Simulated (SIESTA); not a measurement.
The system is NbSi2.

```
Nb Si
1.0
     4.81900    0.00000    0.00000
    -2.40950    4.17338    0.00000
     0.00000    0.00000    6.59200
Nb Si
3 6
Direct
  0.00000 0.50000 0.16667
  0.50000 0.50000 0.83333
  0.50000 0.00000 0.50000
  0.31980 0.15990 0.16667
  0.15990 0.84010 0.83333
  0.84010 0.68020 0.50000
  0.68020 0.84010 0.16667
  0.84010 0.15990 0.83333
  0.15990 0.31980 0.50000
```

- Program: SIESTA 5.4.2
- Task: single point
- Functional: PBE
- Potentials or basis: PseudoDojo 0.4 standard (PBE files)
- Basis: DZP (energy shift 0.003 Ry; two zetas on semicore shells)
- Grid cutoff: 800 Ry
- Energy shift: 0.003 Ry
- k mesh: 7 × 7 × 4
- Occupations: fermi-dirac, width 0.05 eV
- Spin: no spin polarisation

On this cell: pressure 1.0 GPa; largest force 0.062 eV/Å; band gap on the k mesh none (metal or under the smearing width).

The same run follows on a disturbed copy (atoms moved at random, drawn with an rms of 0.05 Å):

```
Nb Si
1.0
     4.81900    0.00000    0.00000
    -2.40950    4.17338    0.00000
     0.00000    0.00000    6.59200
Nb Si
3 6
Cartesian
  -1.1629 2.1605 1.1287
  1.1378 2.0643 5.5121
  2.3562 0.0336 3.2985
  1.1471 0.7178 1.0815
  -1.2707 3.5102 5.4573
  2.4142 2.8324 3.3285
  1.2425 3.4870 1.0919
  3.7391 0.6725 5.4644
  -0.0305 1.3314 3.2542
```

Task: What does the disturbed cell give?

Result: The energy (extrapolated to zero smearing) moves by +23.1 meV/atom; pressure 1.7 GPa; largest force 1.463 eV/Å; band gap on the k mesh none (metal or under the smearing width).

Forces on the atoms (eV/Å):
```
Nb  -0.915 -0.693 -0.742
Nb   0.944  0.826 -0.753
Nb   0.711 -0.265 -0.096
Si   0.125 -0.389  0.263
Si   0.020 -0.081  0.538
Si  -0.386  0.127 -0.209
Si   0.144  0.559  0.262
Si  -0.874 -0.113  0.372
Si   0.231  0.028  0.365
```

Stress tensor (GPa, compression positive):
```
 1.44  0.11  0.32
 0.11  0.21 -1.11
 0.32 -1.11  3.45
```

Caveats: the basis of atomic orbitals isn't converged, which shifts pressures, moduli and gaps.
